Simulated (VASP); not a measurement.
Here is a VASP 6.6.1 calculation.

File INCAR:

```
SYSTEM = Na
ALGO = Fast
EDIFF = 1E-6
ENCUT = 520
GGA = PS
ISIF = 2
ISMEAR = 0
LASPH = .True.
LCHARG = .False.
LREAL = .False.
LWAVE = .False.
NBANDS = 14
NELM = 100
PREC = Accurate
SIGMA = 0.1
```

The input KPOINTS:

```
k-points
0
Gamma
  12 12 6
  0 0 0
```

File POSCAR:

```
Na
1.0
    3.5976028895      0.0000000000      0.0000000000
   -1.7988014447      3.1156154950      0.0000000000
    0.0000000000      0.0000000000      6.3092969149
Na
2
Direct
    0.3333333333      0.6666666667      0.2500000000
    0.6666666667      0.3333333333      0.7500000000
```

Potentials or basis: VASP PAW PBE potentials, release 64 (Na_pv).

The run is started by

```sh
$ cat potpaw_PBE.64/Na_pv/POTCAR > POTCAR
$ mpirun -np 1 vasp_std > vasp.out
```

Problem. Estimate the band gap on the k mesh.

Solution. None (metal or under the smearing width).

Problem. What does it give for the pressure?

Solution. 0.2 GPa.

Stress tensor (GPa, compression positive):
```
 0.61  0.00  0.00
 0.00  0.61  0.00
 0.00  0.00 -0.48
```

Caveat: the PAW data sets were made with another functional, which shifts forces and pressure a little.
